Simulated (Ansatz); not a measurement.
# LiF: pressure against volume

The task here is to estimate one member of a computed series from the others.

Computed with Ansatz 0.2.0 (DFT PBE, scalar-relativistic, unless a step's input says otherwise).

1 further run of the same task is left out (set aside as unsound or not needed).

**The system as given**

It takes space group F-43m (No. 216, cubic). Conventional cell: a = 4.365 Å, b = 4.365 Å, c = 4.365 Å, α = 90.00°, β = 90.00°, γ = 90.00°. Around Li (site symmetry -43m) lie 4 F at 1.89 Å. F (site symmetry -43m) has 4 Li at 1.89 Å as nearest neighbours.

Structure file:

```xyz
2
Lattice="0.0000 2.1826 2.1826 2.1826 0.0000 2.1826 2.1826 2.1826 0.0000" Properties=species:S:1:pos:R:3 pbc="T T T"
Li    0.0000    0.0000    0.0000
F     1.0913    1.0913    1.0913
```

The structure (zincblende type) was typed from a prototype and relaxed by PAW; whether it is the ground state wasn't tested.

Atoms are numbered in the order of the input: Li1, F2.

The first run:

input.yaml

```yaml
crystal:
  lattice:
    - [0.0, 2.1530675187, 2.1530675187]
    - [2.1530675187, 0.0, 2.1530675187]
    - [2.1530675187, 2.1530675187, 0.0]
  atoms:
    - { symbol: Li, position: [0.0, 0.0, 0.0] }
    - { symbol: F, position: [0.25, 0.25, 0.25] }
kpoints:
  mp_grid: { grid: [16, 16, 16] }
scf:
  occupations: { method: fermi_dirac, width: 0.03 }
hamiltonian:
  xc: pbe
  pseudopotentials: { kind: all_electron, lapw: { basis_error: 0.0005 } }
output:
  forces: true
  stress: true
  eigenvalues: true
```

Among the steps run: Volume × 0.96, LAPW; Volume × 0.96, PAW; Volume × 0.96, crystal datasets; Volume × 0.98, LAPW; Volume × 0.98, PAW; Volume × 1.02, LAPW; Volume × 1.02, PAW; Volume × 1.04, LAPW; Volume × 1.04, PAW; Volume × 1.04, crystal datasets.

One table of the session follows, with a row left open; its other results are not shown here.

It belongs to the step «Fits». 

```
          method  volume (Å³/atom)  gap on the k mesh (eV)
            LAPW             9.981                    7.85
            LAPW            10.189                    7.74
            LAPW            10.397                    7.64
            LAPW            10.605                       ?
            LAPW            10.813                    7.43
             PAW             9.981                    7.87
             PAW            10.189                    7.75
             PAW            10.397                    7.65
             PAW            10.605                    7.54
             PAW            10.813                    7.44
crystal datasets             9.981                    7.85
crystal datasets            10.397                    7.64
crystal datasets            10.813                    7.43
```

**Question.** Estimate the row for LAPW, 10.605.

**Answer.** gap on the k mesh (eV): 7.53. In the column «gap on the k mesh (eV)» it lies between PAW, 10.813 (7.44) and PAW, 10.605 (7.54).

Caveats from the session: Warnings in the runs' records: crystal datasets made.
